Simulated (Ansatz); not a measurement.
# What settings do to one calculation: (001) slab of diamond, 16.9 Å thick as cut, ended by H

Ansatz (PAW, plane waves), atoms fixed. The base input:

```yaml
crystal:
  lattice:
    - [1.776901, 1.776901, 0.000000]
    - [-1.776901, 1.776901, 0.000000]
    - [0.000000, 0.000000, 32.380564]
  atoms:
    - { symbol: C, position: [0.001468, 0.003780, 0.243424] }
    - { symbol: C, position: [0.040017, 0.985773, 0.351217] }
    - { symbol: C, position: [0.990422, 0.957608, 0.454353] }
    - { symbol: C, position: [0.959466, 0.940701, 0.564102] }
    - { symbol: C, position: [0.020634, 0.011997, 0.681446] }
    - { symbol: C, position: [0.511629, 0.007840, 0.268995] }
    - { symbol: C, position: [0.486199, 0.999336, 0.372877] }
    - { symbol: C, position: [0.505677, 0.024682, 0.487430] }
    - { symbol: C, position: [0.479811, 0.042372, 0.593232] }
    - { symbol: C, position: [0.519142, 0.994082, 0.707941] }
    - { symbol: C, position: [0.970797, 0.464209, 0.322566] }
    - { symbol: C, position: [0.998028, 0.491238, 0.430728] }
    - { symbol: C, position: [0.998715, 0.532244, 0.542956] }
    - { symbol: C, position: [0.038663, 0.466796, 0.648283] }
    - { symbol: C, position: [0.026433, 0.552239, 0.762683] }
    - { symbol: C, position: [0.452460, 0.530528, 0.291236] }
    - { symbol: C, position: [0.523764, 0.460335, 0.402537] }
    - { symbol: C, position: [0.530832, 0.409038, 0.514622] }
    - { symbol: C, position: [0.503402, 0.524806, 0.624672] }
    - { symbol: C, position: [0.488816, 0.482778, 0.733308] }
    - { symbol: H, position: [0.022486, 0.658605, 0.221593] }
    - { symbol: H, position: [0.031895, 0.377522, 0.217596] }
    - { symbol: H, position: [0.016208, 0.109671, 0.779610] }
    - { symbol: H, position: [0.010323, 0.851114, 0.787005] }
kpoints:
  mp_grid: { grid: [4, 4, 1] }
hamiltonian:
  xc: pbesol
scf:
  occupations: { method: fermi_dirac, width: 0.01 }
output:
  forces: true
  eigenvalues: true
  stress: true
  populations: true
```

Command:

```sh
ansatz run in.yaml --threads 8 --pin off --max-ram 13300MiB --runs-dir r --events-out ev --progress --plain
```

It converged in 16 iterations and 5.1 s of wall time on 8 threads of an EPYC 7R43 processor, on a host shared with other runs; peak host memory 0.83 GiB; largest force component 11.67 eV/Å, pressure 17.38 GPa. The cutoff was the default, 420 eV. The base isn't a converged reference: it has few k points, and its atoms are unrelaxed, some of them close together. Each run below changes the keys shown and caps the iterations.

| run | changed | ending | iterations | free energy less the base (meV per atom) | rms change of forces (eV/Å) | change of pressure (GPa) | wall time (s, shared host) |
| --- | --- | --- | --- | --- | --- | --- | --- |
| 1 | dr2_threshold 1e-05, initial_magnetization 1, max_iter 90 | converged | 17 | 0.0 | 0.000 | 0.00 | 9.8 CPU |
| 2 | ecutwfc 480 eV, dr2_threshold 0.0001, max_iter 60 | converged | 10 | -2.9 | 0.005 | -0.02 | 3.6 CPU |
| 3 | max_iter 14 | not converged | – | – | – | – | – |
| 4 | max_iter 9 | not converged | – | – | – | – | – |
| 5 | max_iter 2, k points the single k point (½, ½, ½) | not converged | – | – | – | – | – |
| 6 | width 0.03 eV, max_iter 90 | converged | 16 | 0.0 | 0.003 | 0.00 | 3.6 CPU |
| 7 | initial_magnetization 2, width 0.1 eV, max_iter 60 | converged | 21 | -0.3 | 0.034 | -0.02 | 7.6 CPU |
| 8 | dr2_threshold 1e-12, xc pbe, max_iter 100, total_charge 2 | converged | 28 | other zero | 1.582 | 6.38 | 9.2 CPU |
| 9 | width 0.2 eV, max_iter 60, k points the Γ point alone | converged | 26 | 4269.6 | 3.682 | 58.38 | 1.4 CPU |
| 10 | n_extra_bands 60, max_iter 90, k points the Γ point alone | converged | 40 | 4286.6 | 4.457 | 58.38 | 1.4 CPU |

«Other zero»: another functional, charge or dispersion term moves the zero of energy, so the difference says nothing of accuracy.

Question: Which changes leave the result alone, and which of the same physical model moves the forces most?

Answer: The forces move by under 0.002 eV/Å in run 1. Run 10 (n_extra_bands 60, max_iter 90, k points the Γ point alone) moves them most among the runs with the same functional, charge and dispersion term, by 4.457 eV/Å.

Question: Why did some runs give no result?

Answer: - run 3: did not converge after 14 iterations: dr2 = 1.21e-7 (threshold 1.00e-7), under the density mixer `msr1`, which `scf.mixing.algorithm: auto` chose by the deck's other keys (type `scf.mixing.algorithm: msr1` to keep it);
- run 4: did not converge after 9 iterations: dr2 = 1.90e-4 (threshold 1.00e-7), under the density mixer `msr1`, which `scf.mixing.algorithm: auto` chose by the deck's other keys (type `scf.mixing.algorithm: msr1` to keep it);
- run 5: did not converge after 2 iterations: dr2 = 7.05e-1 (threshold 1.00e-7), under the density mixer `msr1`, which `scf.mixing.algorithm: auto` chose by the deck's other keys (type `scf.mixing.algorithm: msr1` to keep it);
